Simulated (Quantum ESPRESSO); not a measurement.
# AgCl (Chlorargyrite) under changes of volume

One of the cells (20.458 Å³/atom); the others are scaled copies at fixed shape and fractional positions:

```
Ag Cl
1.0
     0.00000    2.73500    2.73500
     2.73500    0.00000    2.73500
     2.73500    2.73500    0.00000
Ag Cl
1 1
Direct
  0.00000 0.00000 0.00000
  0.50000 0.50000 0.50000
```

```yaml
Program: Quantum ESPRESSO 7.5
Functional: r2SCAN
Potentials_or_basis: SG15 PBE 1.2
Cutoff: 952 eV
Density_cutoff: 3810 eV
k_mesh: 6 × 6 × 6
Occupations: fermi-dirac, width 0.05 eV
Spin: no spin polarisation
```

| volume (Å³/atom) | energy over the lowest point (meV/atom) | pressure (GPa) |
| --- | --- | --- |
| 19.231 | 40.94 | 6.9 |
| 19.640 | 25.48 | 5.2 |
| 20.049 | ? | ? |
| 20.458 | 6.30 | 2.4 |
| 20.868 | 1.73 | 1.2 |
| 21.277 | 0.00 | 0.1 |
| 21.686 | 0.81 | -0.8 |

Question: What does the run at 20.049 Å³/atom give?

Answer: Energy over the lowest point 14.09 meV/atom; pressure 3.7 GPa.

Worked out: A Birch-Murnaghan fit of order 3 (a polynomial in V^(-2/3)) to the other rows has its minimum at 21.34 Å³/atom with B0 = V·E''(V) = 51 GPa and B' = 5.2. It gives 14.09 meV/atom at 20.049 Å³/atom, against the run's 14.09, and -dE/dV = 3.7 GPa, against 3.7.

Energies are extrapolated to zero smearing.

Caveats: the potentials were made for another functional, which shifts forces and pressure; this potential file gives levels or pressures that part from those of other sets.
